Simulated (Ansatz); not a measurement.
Crystal: Fe.

```xyz
1
Lattice="0.0000 1.9417 1.9651 1.4984 0.0000 1.9651 1.4984 1.9417 0.0000" Properties=species:S:1:pos:R:3 pbc="T T T"
Fe    0.0000    0.0000    0.0000
```

| Item | Value |
| --- | --- |
| Program | Ansatz 0.2.0 |
| Task | relaxation of cell and atoms |
| Functional | PBEsol |
| Potentials or basis | Ansatz PAW |
| Cutoff | 420 eV (not typed: the program's choice for these potentials) |
| k mesh | 13 × 13 × 13 |
| Occupations | fermi-dirac, width 0.05 eV |
| Spin | collinear spin, ferromagnetic start |
| Starting moments | [3.0] μB |

At the start: volume 11.44 Å³/atom.

Problem. Where does the relaxation end?

Solution. It ends after 6 steps and the volume is 10.79 Å³/atom (-5.6 %); space group Im-3m (No. 229, to 0.05 Å); moment 2.06 μB per cell.

Step by step:
```tsv
step	energy change (eV)	largest force (eV/Å)	volume (Å³)
1	0.0000	0.0000	11.44
2	-0.0296	0.0000	11.08
3	-0.0413	0.0000	10.68
4	-0.0423	0.0000	10.80
5	-0.0423	0.0000	10.79
6	-0.0419	0.0000	10.79
```

Final structure:
```cif
data_structure
_symmetry_space_group_name_H-M 'P 1'
_symmetry_Int_Tables_number 1
_cell_length_a 2.7842
_cell_length_b 2.4115
_cell_length_c 2.4113
_cell_angle_alpha 70.522
_cell_angle_beta 54.743
_cell_angle_gamma 54.735
_cell_volume 10.79
loop_
_atom_site_label
_atom_site_type_symbol
_atom_site_fract_x
_atom_site_fract_y
_atom_site_fract_z
_atom_site_occupancy
Fe1 Fe 0.00000 0.00000 0.00000 1
```

Caveat: the plane-wave basis is chosen anew once the cell has moved, so the energies of steps on either side of that aren't comparable; the PAW data sets come from PBE, with cores solved anew for the run's functional, which leaves a small shift of forces and pressure.
